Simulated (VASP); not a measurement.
# Fe (Im-3m) in VASP: notebook

Aim: see how the results for Fe move with the level of theory and the settings. Levels: LDA, r2SCAN. Tasks: relaxation of cell and atoms.

Program: VASP 6.6.1. These are calculated values, not measurements. Logs are shortened: lines on timing, memory, paths and dates and some standing lists are left out, and cuts for length are marked.

## 1. The crystal as given

It takes space group Im-3m (No. 229, cubic). The conventional cell has a = 2.886 Å, b = 2.886 Å, c = 2.886 Å, α = 90.00°, β = 90.00°, γ = 90.00°. Fe (site symmetry m-3m) has 8 Fe at 2.50 Å as nearest neighbours.

## 2. Relaxation of cell and atoms, LDA, collinear spin, ferromagnetic start

Contents of INCAR:

```
SYSTEM = Fe
PREC = Accurate
ENCUT = 600
EDIFF = 1E-6
ISMEAR = 1
SIGMA = 0.1
LREAL = .FALSE.
LASPH = .TRUE.
NELM = 150
ALGO = Normal
ISIF = 3
LWAVE = .FALSE.
LCHARG = .FALSE.
ISPIN = 2
MAGMOM = 4
LORBIT = 11
LMAXMIX = 4
GGA = CA
IBRION = 2
NSW = 90
EDIFFG = -0.01
AMIX = 0.2
BMIX = 1E-4
AMIX_MAG = 0.8
BMIX_MAG = 1E-4
```

Contents of KPOINTS:

```
regular mesh
0
G
  18 18 18
  0 0 0
```

Contents of POSCAR:

```
Fe
1.0
   -1.4430000000      1.4430000000      1.4430000000
    1.4430000000     -1.4430000000      1.4430000000
    1.4430000000      1.4430000000     -1.4430000000
Fe
1
Direct
    0.0000000000      0.0000000000      0.0000000000
```

Potentials or basis: VASP PAW LDA potentials, release 64 (Fe).

Started as:

```sh
$ cat potpaw_LDA.64/Fe/POTCAR > POTCAR
$ mpirun -np 1 vasp_std > vasp.out
```

OUTCAR:

```text
SYSTEM = Fe
   PREC = Accurate
   ENCUT = 600
   EDIFF = 1E-6
   ISMEAR = 1
   LREAL = .FALSE.
   LASPH = .TRUE.
   NELM = 150
   ISIF = 3
   ISPIN = 2
   LORBIT = 11
   GGA = CA
   IBRION = 2
   NSW = 90
   EDIFFG = -0.01
   AMIX = 0.2
   AMIX_MAG = 0.8

 ion  position               nearest neighbor table
   1  0.000  0.000  0.000-

  LATTYP: Found a body centered cubic cell.
 ALAT       =     2.8860000000

  Lattice vectors:

 A1 = (  -1.4430000000,   1.4430000000,   1.4430000000)
 A2 = (   1.4430000000,  -1.4430000000,   1.4430000000)
 A3 = (   1.4430000000,   1.4430000000,  -1.4430000000)

Analysis of symmetry for initial positions (statically):
=====================================================================
 Subroutine PRICEL returns:
 Original cell was already a primitive cell.

 Routine SETGRP: Setting up the symmetry group for a
 body centered cubic supercell.

 Subroutine GETGRP returns: Found 48 space group operations
 (whereof 48 operations were pure point group operations)
 out of a pool of 48 trial point group operations.

The static configuration has the point symmetry O_h .

Analysis of symmetry for dynamics (positions and initial velocities):
=====================================================================
 Subroutine PRICEL returns:
 Original cell was already a primitive cell.

 Routine SETGRP: Setting up the symmetry group for a
 body centered cubic supercell.

 Subroutine GETGRP returns: Found 48 space group operations
 (whereof 48 operations were pure point group operations)
 out of a pool of 48 trial point group operations.

The dynamic configuration has the point symmetry O_h .

Analysis of structural, dynamic, and magnetic symmetry:
=====================================================================
 Subroutine PRICEL returns:
 Original cell was already a primitive cell.

 Routine SETGRP: Setting up the symmetry group for a
 body centered cubic supercell.

 Subroutine GETGRP returns: Found 48 space group operations
 (whereof 48 operations were pure point group operations)
 out of a pool of 48 trial point group operations.

The overall configuration has the point symmetry O_h .

 Subroutine INISYM returns: Found 48 space group operations
 (whereof 48 operations are pure point group operations),
 and found     1 'primitive' translations

----------------------------------------------------------------------------------------

                                     Primitive cell

  volume of cell :      12.0187

  direct lattice vectors                    reciprocal lattice vectors
    -1.443000000  1.443000000  1.443000000     0.000000000  0.346500347  0.346500347
     1.443000000 -1.443000000  1.443000000     0.346500347  0.000000000  0.346500347
     1.443000000  1.443000000 -1.443000000     0.346500347  0.346500347  0.000000000

  length of vectors
     2.499349315  2.499349315  2.499349315     0.490025489  0.490025489  0.490025489

  position of ions in fractional coordinates (direct lattice)
     0.000000000  0.000000000  0.000000000

  ion indices of the primitive-cell ions
   primitive index   ion index
                 1           1

----------------------------------------------------------------------------------------

 KPOINTS: regular mesh

Automatic generation of k-mesh.
 Grid dimensions read from file:
 generate k-points for:   18   18   18

 Generating k-lattice:

  Cartesian coordinates                     Fractional coordinates (reciprocal lattice)
     0.000000000  0.019250019  0.019250019     0.055555556  0.000000000  0.000000000
     0.019250019  0.000000000  0.019250019     0.000000000  0.055555556  0.000000000
     0.019250019  0.019250019  0.000000000     0.000000000  0.000000000  0.055555556

  Length of vectors
     0.027223638  0.027223638  0.027223638

  Shift w.r.t. Gamma in fractional coordinates (k-lattice)
     0.000000000  0.000000000  0.000000000

 Subroutine IBZKPT returns following result:
 ===========================================

 Found    195 irreducible k-points:

 Following reciprocal coordinates:
            Coordinates               Weight
  0.000000  0.000000  0.000000      1.000000
  0.055556  0.000000  0.000000     12.000000
  0.111111  0.000000  0.000000     12.000000
  0.166667  0.000000  0.000000     12.000000
  0.222222  0.000000  0.000000     12.000000
  0.277778  0.000000  0.000000     12.000000
[... 16 lines left out ...]
  0.333333  0.111111  0.000000     48.000000
  0.388889  0.111111 -0.000000     48.000000
 [... further k-points ...]
   k-points           NKPTS =    195   k-points in BZ     NKDIM =    195   number of bands    NBANDS=     10
   number of dos      NEDOS =    301   number of ions     NIONS =      1
   total plane-waves  NPLWV =   8000
   dimension x,y,z NGX =    20 NGY =   20 NGZ =   20
   dimension x,y,z NGXF=    40 NGYF=   40 NGZF=   40
   ions per type =               1
   NGX,Y,Z   is equivalent  to a cutoff of  13.30, 13.30, 13.30 a.u.
   NGXF,Y,Z  is equivalent  to a cutoff of  26.61, 26.61, 26.61 a.u.
 SYSTEM =  Fe
   PREC   = accura    normal or accurate (medium, high low for compatibility)
   ISTART =      0    job   : 0-new  1-cont  2-samecut
   ICHARG =      2    charge: 1-file 2-atom 10-const
   ISPIN  =      2    spin polarized calculation?
   LNONCOLLINEAR =      F non collinear calculations
   LSORBIT =      F    spin-orbit coupling
   LASPH  =      T    aspherical Exc in radial PAW
   ENCUT  =  600.0 eV  44.10 Ry    6.64 a.u.   4.99  4.99  4.99*2*pi/ulx,y,z
   NELM   =    150;   NELMIN=  2; NELMDL= -5     # of ELM steps
   EDIFF  = 0.1E-05   stopping-criterion for ELM
   LREAL  =      F    real-space projection
   EDIFFG = -.1E-01   stopping-criterion for IOM
   NSW    =     90    number of steps for IOM
   IBRION =      2    ionic relax: 0-MD 1-quasi-New 2-CG
   NFREE  =      1    steps in history (QN), initial steepest desc. (CG)
   ISIF   =      3    stress and relaxation
   ISYM   =      2    0-nonsym 1-usesym 2-fastsym
   POTIM  = 0.5000    time-step for ionic-motion
   TEBEG  =    0.0;   TEEND  =   0.0 temperature during run
   PSTRESS=    0.0 pullay stress
   NELECT =       8.0000    total number of electrons
   NUPDOWN=      -1.0000    fix difference up-down
   EMIN   =  10.00;   EMAX   =-10.00  energy-range for DOS
   EFERMI =   0.00;   METHOD = LEGACY
   ISMEAR =     1;   SIGMA  =   0.10  broadening in eV -4-tet -1-fermi 0-gaus
   EFERMI_NEDOS =   21; number of points for ismear=-14 and -15
   IALGO  =     38    algorithm
   IMIX   =      4    mixing-type and parameters
     AMIX     =   0.20;   BMIX     =  0.00
     AMIX_MAG =   0.80;   BMIX_MAG =  0.00
  volume/ion in A,a.u.               =      12.02        81.11
  Fermi-wavevector in a.u.,A,eV,Ry     =   1.429394  2.701162 27.798962  2.043166
  Thomas-Fermi vector in A             =   2.549352
   LORBIT       =     11    0 simple, 1 ext, 2 COOP (PROOUT), +10 PAW based schemes
   GGA     = CA    functional components
   LHFCALC =     F    Hartree Fock is set to
   AEXX    =    0.0000 exact exchange contribution
   IVDW    =     0    specifies the selected vdW correction
   LEPSILON=     F    determine dielectric tensor
   LRPA    =     F    only Hartree local field effects (RPA)
 conjugate gradient relaxation of ions
 spin polarized calculation
 Methfessel and Paxton  Order N= 1 SIGMA  =   0.10
  energy-cutoff  :      600.00
  volume of cell :       12.02
 maximum number of plane-waves:       418
   NGX =  9   NGY =  9   NGZ =  9

--------------------------------------- Ionic step        1  -------------------------------------------

 number of electron       7.9999995 magnetization       2.1915765

 Free energy of the ion-electron system (eV)
  ---------------------------------------------------
  ext. energy  EPLUGINS =         0.00000000
  ---------------------------------------------------
  free energy    TOTEN  =        -9.06932188 eV

  energy without entropy =       -9.06916421  energy(sigma->0) =       -9.06926932

------------------------ aborting loop because EDIFF is reached ----------------------------------------

  FORCE on cell =-STRESS in cart. coord.  units (eV):
  Direction    XX          YY          ZZ          XY          YZ          ZX
  --------------------------------------------------------------------------------------
  -------------------------------------------------------------------------------------
  Total       -1.9923271     -1.9923271     -1.9923271      0.0000000      0.0000000     -0.0000000
  in kB     -265.5903252   -265.5903252   -265.5903252      0.0000000      0.0000000     -0.0000000
  external PRESSURE =    -265.5903252 kB  Pullay stress =       0.0000000 kB
[... 195 lines left out ...]
  energy  without entropy=       -9.2252206467  energy(sigma->0) =       -9.22501821

--------------------------------------- Ionic step        7  -------------------------------------------

 number of electron       7.9999996 magnetization       1.9518182

 Free energy of the ion-electron system (eV)
  ---------------------------------------------------
  ext. energy  EPLUGINS =         0.00000000
  ---------------------------------------------------
  free energy    TOTEN  =        -9.22492509 eV

  energy without entropy =       -9.22523553  energy(sigma->0) =       -9.22502857

 E-fermi :   6.7659     XC(G=0): -13.9467

 val. band max:        6.7556388363   @ k =  -0.3889   0.4444   0.2778
 cond. band min:       6.7725540992   @ k =  -0.2778   0.2778   0.1667
 fundamental gap:      0.0169152629
 Fermi energy:         6.7658618177

 spin component 1

 k-point     1 :       0.0000    0.0000    0.0000
  band No.  band energies     occupation
      1      -2.3659      1.00000
      2       4.2465      1.00000
      3       4.2465      1.00000
      4       4.2465      1.00000
      5       5.8048      1.00000
      6       5.8048      1.00000
      7      32.4754      0.00000
      8      32.4754      0.00000
      9      32.4754      0.00000
     10      38.2482      0.00000
[... 287 lines left out ...]
 k-point    24 :       0.3889    0.1111   -0.0000
  band No.  band energies     occupation
      1       1.5421      1.00000
      2       3.0566      1.00000
      3       5.0422      1.00000
      4       5.8035      1.00000
      5       6.4391      1.00002
      6       8.6990     -0.00000
      7      15.7591      0.00000
      8      23.8350      0.00000
      9      27.4452      0.00000
     10      32.9408      0.00000

 [... further k-points ...]

 spin component 2

 k-point     1 :       0.0000    0.0000    0.0000
  band No.  band energies     occupation
      1      -1.9875      1.00000
      2       5.8276      1.00000
      3       5.8276      1.00000
      4       5.8276      1.00000
      5       7.9007     -0.00000
      6       7.9008     -0.00000
      7      32.6549      0.00000
      8      32.6549      0.00000
      9      32.6549      0.00000
     10      38.7295      0.00000
[... 287 lines left out ...]
 k-point    24 :       0.3889    0.1111   -0.0000
  band No.  band energies     occupation
      1       2.6467      1.00000
      2       4.4796      1.00000
      3       6.1963      1.00000
      4       7.7567     -0.00000
      5       8.3731     -0.00000
      6      10.0797      0.00000
      7      16.8737      0.00000
      8      24.4075      0.00000
      9      27.9871      0.00000
     10      33.5564      0.00000

 [... further k-points ...]
[... 5 lines left out ...]
  --------------------------------------------------------------------------------------
  -------------------------------------------------------------------------------------
  Total       -0.0031994     -0.0031994     -0.0031994      0.0000000      0.0000000      0.0000000
  in kB       -0.4949078     -0.4949078     -0.4949078      0.0000000      0.0000000      0.0000000
  external PRESSURE =      -0.4949078 kB  Pullay stress =       0.0000000 kB
[... 16 lines left out ...]
  FREE ENERGIE OF THE ION-ELECTRON SYSTEM (eV)
  ---------------------------------------------------
  free  energy   TOTEN  =        -9.2249250948 eV

  energy  without entropy=       -9.2252355338  energy(sigma->0) =       -9.22502857

 reached required accuracy - stopping structural energy minimisation

 total charge

# of ion       s       p       d       tot
------------------------------------------
    1        0.529   0.621   6.337   7.487

 magnetization (x)

# of ion       s       p       d       tot
------------------------------------------
    1       -0.009  -0.031   1.958   1.918
```

Run time: 73 s. Hardware: 1 thread of Intel Xeon 6975P-C (Granite Rapids), shared host; peak memory 0.17 GiB.

What came out:

- Free energy: -9.2249 eV
- Relaxed volume: 10.36 Å³/atom
- Relaxed cell: a = 2.378 Å, b = 2.378 Å, c = 2.378 Å, α = 109.47°, β = 109.47°, γ = 109.47°
- Space group after relaxing (to 0.05 Å): Im-3m (No. 229)
- Energy gained by relaxing: 155.6 meV/atom
- Ionic steps: 7
- Pressure after relaxing: 0.0 GPa
- Band gap on the k mesh: none (metal or under the smearing width)
- Net moment: 1.95 μB per cell
- Site moments: Fe +1.92 μB
- Valence electrons inside the program's atomic spheres: Fe 7.49

The path:
```csv
step,energy change (eV),largest force (eV/Å),pressure (GPa),volume (Å³)
1,0.0000,0.0000,-26.56,12.02
2,0.0693,0.0000,56.51,8.88
3,-0.1554,0.0000,-1.35,10.41
4,-0.1556,0.0000,-0.48,10.37
5,-0.1556,0.0000,0.32,10.34
6,-0.1556,0.0000,-0.17,10.37
7,-0.1556,0.0000,-0.05,10.36
```

Final structure:
```
Fe
1.0
    -1.37319    1.37319    1.37319
     1.37319   -1.37319    1.37319
     1.37319    1.37319   -1.37319
Fe
1
Cartesian
  0.0000 0.0000 0.0000
```

Levels at points of the mesh, in eV from the Fermi level:
Spin up:
| k point | band 3 | band 4 | band 5 | band 6 | band 7 | band 8 |
| --- | --- | --- | --- | --- | --- | --- |
| (0.00, 0.00, 0.00) | -2.52 | -2.52 | -0.96 | -0.96 | 25.71 | 25.71 |
| (0.50, 0.00, 0.00) | -0.92 | -0.73 | 0.35 | 0.62 | 8.18 | 18.97 |
| (0.50, 0.50, 0.50) | 0.31 | 0.31 | 0.31 | 10.42 | 10.42 | 10.42 |
Spin down:
```tsv
k point	band 1	band 2	band 3	band 4	band 5	band 6	band 7
(0.00, 0.00, 0.00)	-8.75	-0.94	-0.94	-0.94	1.13	1.13	25.89
(0.50, 0.00, 0.00)	-4.39	-2.36	0.73	1.05	1.42	2.46	9.41
(0.50, 0.50, 0.50)	-3.98	-3.98	2.11	2.11	2.11	10.87	10.87
```

Caveat: the volume moved by -14 % from the deposited cell, more than functionals usually miss.

## 3. Relaxation of cell and atoms, LDA, collinear spin, ferromagnetic start

This run uses another cell than the first one, of 10.36 Å³/atom, 0.862 times its volume.

Changes to INCAR since step 2:

```diff
@@ -3,3 +3,3 @@
 ENCUT = 600
-EDIFF = 1E-6
+EDIFF = 1E-7
 ISMEAR = 1
@@ -20,3 +20,3 @@
 NSW = 90
-EDIFFG = -0.01
+EDIFFG = -0.005
 AMIX = 0.2
```

KPOINTS is that of step 2.

Contents of POSCAR:

```
Fe                                      
1.0
   -1.3731940337      1.3731940337      1.3731940337
    1.3731940337     -1.3731940337      1.3731940337
    1.3731940337      1.3731940337     -1.3731940337
  Fe            
     1
Direct
     0.0000000000000000    0.0000000000000000    0.0000000000000000
```

Potentials or basis: VASP PAW LDA potentials, release 64 (Fe).

Started as:

```sh
$ cat potpaw_LDA.64/Fe/POTCAR > POTCAR
$ mpirun -np 1 vasp_std > vasp.out
```

Run time: 19 s. Hardware: 1 thread of Intel Xeon 6975P-C (Granite Rapids), shared host; peak memory 0.15 GiB.

The run converged. Its results:

```
Free energy                                           : -9.2242 eV
Pressure after relaxing                               : 0.0 GPa
Band gap on the k mesh                                : none (metal or under the smearing width)
Net moment                                            : 1.95 μB per cell
Site moments                                          : Fe +1.92 μB
Valence electrons inside the program's atomic spheres : Fe 7.49
```

Final structure:
```
Fe
1.0
    -1.37319    1.37319    1.37319
     1.37319   -1.37319    1.37319
     1.37319    1.37319   -1.37319
Fe
1
Cartesian
  0.0000 0.0000 0.0000
```

Levels at points of the mesh, in eV from the Fermi level:
Spin up:
| k point | band 1 | band 2 | band 3 | band 4 | band 5 | band 6 | band 7 | band 8 | band 9 | band 10 |
| --- | --- | --- | --- | --- | --- | --- | --- | --- | --- | --- |
| (0.00, 0.00, 0.00) | -9.13 | -2.52 | -2.52 | -2.52 | -0.96 | -0.96 | 25.71 | 25.71 | 25.71 | 31.48 |
| (0.50, 0.00, 0.00) | -5.51 | -3.79 | -0.92 | -0.73 | 0.35 | 0.63 | 8.18 | 18.97 | 21.49 | 24.74 |
| (0.50, 0.50, 0.50) | -5.41 | -5.41 | 0.31 | 0.31 | 0.31 | 10.42 | 10.42 | 10.42 | 16.62 | 16.62 |
Spin down:
| k point | band 1 | band 2 | band 3 | band 4 | band 5 | band 6 | band 7 | band 8 |
| --- | --- | --- | --- | --- | --- | --- | --- | --- |
| (0.00, 0.00, 0.00) | -8.75 | -0.94 | -0.94 | -0.94 | 1.13 | 1.13 | 25.89 | 25.89 |
| (0.50, 0.00, 0.00) | -4.39 | -2.36 | 0.73 | 1.05 | 1.42 | 2.46 | 9.41 | 19.29 |
| (0.50, 0.50, 0.50) | -3.98 | -3.98 | 2.11 | 2.11 | 2.11 | 10.87 | 10.87 | 10.87 |

Caveat: the relaxation stopped at its first step, so nothing moved.

(Continued in part 2 of 2.)
